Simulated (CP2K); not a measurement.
## Al in CP2K: convergence with ngrids

The system is Al.

```
Al
1.0
     2.86123    0.00000    0.00000
     1.45896    2.40291    0.00000
     1.35788    0.90025    2.40988
Al
1
Direct
  0.02320 0.99348 0.99347
```

The cell isn't the ideal one: cell strained at random at fixed volume.

```yaml
Program: CP2K 2026.2
Task: single point
Functional: LDA
Potentials_or_basis: all electrons (GAPW); pob-DZVP-rev2 basis
Density_cutoff: 6803 eV
k_mesh: 9 × 9 × 8
Occupations: fermi-dirac, width 0.05 eV
Spin: no spin polarisation
```

These are the settings of the first run; the series varies ngrids, with any setting tied to it.

Hardware: 1 thread of Arm Neoverse V1 (shared host).

| ngrids | energy less the tightest run, at zero smearing (meV/atom) | SCF cycles | CPU time (s) | peak memory (GiB) |
| --- | --- | --- | --- | --- |
| 1 | 0.00 | 13 | 120 | 0.2 |
| 2 | 0.00 | 13 | 39 | 0.2 |
| 3 | 0.00 | 13 | 22 | 0.2 |
| 4 | 0.00 | 13 | 17 | 0.2 |
| 5 | 0.00 | 13 | 17 | 0.2 |
| 6 | 0.00 | 13 | 17 | 0.2 |

Against the tightest run, the energy stays within 1 meV/atom from 1 on. The tightest run that finished is the yardstick and may itself not be fully converged.

Caveat, for the tightest run too: the basis of atomic orbitals isn't converged, which shifts pressures, moduli and gaps.
